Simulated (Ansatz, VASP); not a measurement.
One calculation of Ti, two programs

```
CELL_PARAMETERS angstrom
-1.60505 1.60505 1.60505
1.60505 -1.60505 1.60505
1.60505 1.60505 -1.60505
ATOMIC_POSITIONS crystal
Ti 0.00000 0.00000 0.00000
```

Alike in both runs: functional PBEsol; k mesh 18 × 18 × 18; occupations gaussian, width 0.1 eV; no spin polarisation.

Ansatz relaxed the structure, and its values are those at the end. VASP's run is a single point on that final structure, the one shown.

```csv
,VASP,Ansatz
version,VASP 6.6.1,Ansatz 0.2.0
potentials or method,"VASP PAW PBE potentials, release 64 (Ti_sv)","scalar-relativistic, plane waves, PAW"
plane-wave cutoff (eV),520,420
valence electrons in the cell,12,12
```

Ansatz gave:

* gap on the k mesh at the Fermi level (eV): none
* pressure (GPa): 0.0

Q: What did VASP give for the same quantities?

A: gap on the k mesh at the Fermi level (eV): none; pressure (GPa): -0.3.

A gap of «none» marks a metal or a gap that the smearing closes. With one functional, cell and mesh, what is left measures potentials, basis and numerics.

Caveats: the PAW data sets were made with another functional, which shifts forces and pressure a little (VASP).
